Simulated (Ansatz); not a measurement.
# PbSe: the cost of one run

Computed with Ansatz 0.2.0 (plane waves, PAW, unless a step's input says otherwise).

2 further runs of the same task are left out: 2 that didn't finish. Runs told in other sessions of the task aren't counted.

### 1 The structure to begin with

It takes space group Pm-3m (No. 221, cubic). Conventional cell: a = 3.768 Å, b = 3.768 Å, c = 3.768 Å, α = 90.00°, β = 90.00°, γ = 90.00°. Pb (site symmetry m-3m) is surrounded by 8 Se at 3.26 Å. Se (site symmetry m-3m) is surrounded by 8 Pb at 3.26 Å.

As a file:

```
CELL_PARAMETERS angstrom
3.76816 0.00000 0.00000
0.00000 3.76816 0.00000
0.00000 0.00000 3.76816
ATOMIC_POSITIONS crystal
Pb 0.00000 0.00000 0.00000
Se 0.50000 0.50000 0.50000
```

The cell was relaxed beforehand with r2SCAN; those runs aren't shown. No run includes spin-orbit coupling, which matters for Pb.

### 2 PBE, anion s p, 4×4×4

input.yaml

```yaml
crystal:
  lattice:
    - [3.7681579098, 0.0, 0.0]
    - [0.0, 3.7681579098, 0.0]
    - [0.0, 0.0, 3.7681579098]
  atoms:
    - { symbol: Pb, position: [0.0, 0.0, 0.0] }
    - { symbol: Se, position: [0.5, 0.5, 0.5] }
kpoints:
  mp_grid: { grid: [6, 6, 6] }
  band_path:
    path:
      - [[0.0, 0.0, 0.0], [1.984464253338e-51, 0.5, -9.583246594549e-36], [0.5, 0.5, -1.064805177172e-36], [0.0, 0.0, 0.0], [0.5, 0.5, 0.5], [1.984464253338e-51, 0.5, -9.583246594549e-36]]
      - [[0.5, 0.5, 0.5], [0.5, 0.5, -1.064805177172e-36]]
    npoints: 10
hamiltonian:
  xc: pbe
scf:
  occupations: { method: fermi_dirac, width: 0.02 }
  n_extra_bands: 6
output:
  forces: false
  stress: false
  eigenvalues: true
  wannier:
    kmesh: [4, 4, 4]
    projections: [{ species: Se, l: s, shell: 4 }, { species: Se, l: p, shell: 4 }]
    minimise: true
    write_hr: true
    conv_tol: 1.0e-08
    max_iter: 3000
```

On the command line:

```
ansatz run input.yaml --threads 4 --pin off --max-ram 3686MiB --backend cpu --events-out ev --progress --plain --runs-dir out
```

Q: Estimate wall time and peak memory on 4 threads of Arm Neoverse N1, shared host.

About 2.1 s, with a peak of 0.31 GiB.
